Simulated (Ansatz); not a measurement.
Harmonic frequencies (cm⁻¹) at PBE0-D4/def2-TZVP from Ansatz: 77, 138, 342, 346, 382, 459, 540, 548, 689, 860, 924, 993, 1155, 1192, 1281, 1315, 1383, 1444, 2402, 3092, 3144.

Task: Which molecule is it?
A. `C#CCC#N`
B. `CCC=O`
C. `CS(=O)(=O)O`
D. `N#CCC(F)(F)F`

Result: D.
